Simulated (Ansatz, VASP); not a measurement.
**Lu: VASP beside Ansatz**

Contents of INCAR:

```
SYSTEM = Lu
PREC = Accurate
ENCUT = 520
EDIFF = 1E-7
ISMEAR = -1
SIGMA = 0.1
LREAL = .FALSE.
LASPH = .TRUE.
NELM = 80
ALGO = Normal
ISIF = 2
LWAVE = .FALSE.
LCHARG = .FALSE.
GGA = RE
NBANDS = 32
```

The input KPOINTS:

```
regular mesh
0
G
  8 8 8
  0 0 0
```

POSCAR

```
Lu
1.0
    0.0000000000      3.8583097024      3.8583097024
    3.8583097024      0.0000000000      3.8583097024
    3.8583097024      3.8583097024      0.0000000000
Lu
2
Direct
    0.1250000000      0.1250000000      0.1250000000
    0.8750000000      0.8750000000      0.8750000000
```

Input for Ansatz:

```yaml
crystal:
  lattice:
    - [0.0, 3.8583097024, 3.8583097024]
    - [3.8583097024, 0.0, 3.8583097024]
    - [3.8583097024, 3.8583097024, 0.0]
  atoms:
    - { symbol: Lu, position: [0.125, 0.125, 0.125] }
    - { symbol: Lu, position: [0.875, 0.875, 0.875] }
hamiltonian:
  xc: revpbe
  pseudopotentials:
    kind: paw
    azcp:
      Lu: "pseudopotentials/Lu.paw.azcp"
basis:
  ecutwfc: 420
  fft_grid_basis: typed
kpoints:
  mp_grid: { grid: [8, 8, 8], shift: [0, 0, 0] }
magnetization:
  spin_polarized: false
scf:
  occupations: { method: fermi_dirac, width: 0.1 }
  lower_state_search: "off"
output:
  stress: true
  write_density: true
  write_potential: true
  elf: true
  volumetric_format: npy
```

Alike in both runs: task single point; functional revPBE; k mesh 8 × 8 × 8; occupations fermi-dirac, width 0.1 eV; no spin polarisation.

```csv
,VASP,Ansatz
version,VASP 6.6.1,Ansatz 0.2.0
potentials or method,"VASP PAW PBE potentials, release 64 (Lu)","plane waves (420 eV) with PAW, scalar-relativistic"
plane-wave cutoff (eV),520,420
valence electrons in the cell,50,50
```

```tsv
	VASP	Ansatz	Ansatz less VASP
pressure (GPa)	-0.8	-0.8	0.00
```

The functional is the same, so the differences come from potentials, cutoffs and numerics.

Caveats: the PAW data sets were made with another functional, which shifts forces and pressure a little (VASP). The runs have no spin-orbit coupling, so splittings on Lu are missing.
